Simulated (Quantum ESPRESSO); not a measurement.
Set up this calculation in Quantum ESPRESSO 7.5, as the native input.

```yaml
Task: single point
Functional: PBE
Potentials_or_basis: SSSP 1.3 efficiency PBE
Cutoff: 748 eV
Density_cutoff: 5987 eV
k_mesh: 10 × 10 × 10
Occupations: fermi-dirac, width 0.05 eV
Spin: no spin polarisation
Mixing_beta: 0.5
Most_SCF_iterations: 120
SCF_threshold: 4e-10 Ry
```

NaF (Villiaumite):

```xyz
2
Lattice="0.0000 2.3200 2.3200 2.3200 0.0000 2.3200 2.3200 2.3200 0.0000" Properties=species:S:1:pos:R:3 pbc="T T T"
Na    0.0383    0.0104    0.0064
F     2.2983    2.2892    2.3261
```

The cell isn't the ideal one: atoms moved at random, drawn with an rms of 0.05 Å.

One way to write it, as run:

pw.in

```
&CONTROL
  calculation = 'scf'
  prefix = 'pwscf'
  outdir = './tmp'
  pseudo_dir = './pseudo'
  tprnfor = .true.
  tstress = .true.
  disk_io = 'nowf'
/
&SYSTEM
  ibrav = 0
  nat = 2
  ntyp = 2
  ecutwfc = 55
  ecutrho = 440
  nbnd = 14
  occupations = 'smearing'
  smearing = 'fd'
  degauss = 0.00367493
/
&ELECTRONS
  conv_thr = 4d-10
  electron_maxstep = 120
  mixing_beta = 0.5
/
ATOMIC_SPECIES
Na    22.9898 na_pbe_v1.5.uspp.F.UPF
F     18.9984 f_pbe_v1.4.uspp.F.UPF
CELL_PARAMETERS angstrom
   0.0000000000    2.3200000000    2.3200000000
   2.3200000000    0.0000000000    2.3200000000
   2.3200000000    2.3200000000    0.0000000000
ATOMIC_POSITIONS crystal
Na    -0.0046440000    0.0073970000    0.0091130000
F      0.4993530000    0.5032590000    0.4873860000
K_POINTS automatic
10 10 10 0 0 0
```

Potentials or basis: SSSP 1.3 efficiency PBE.

The run is started by

```bash
$ OMP_NUM_THREADS=1 pw.x -in pw.in > pw.out
```

It gave:

- Pressure: 2.6 GPa
- Largest force: 0.182 eV/Å
- Band gap on the k mesh: 6.27 eV, direct

It took 78 s on 1 thread of Intel(R) Xeon(R) Platinum 8488C (Sapphire Rapids), on a shared host, peak memory 0.22 GiB.
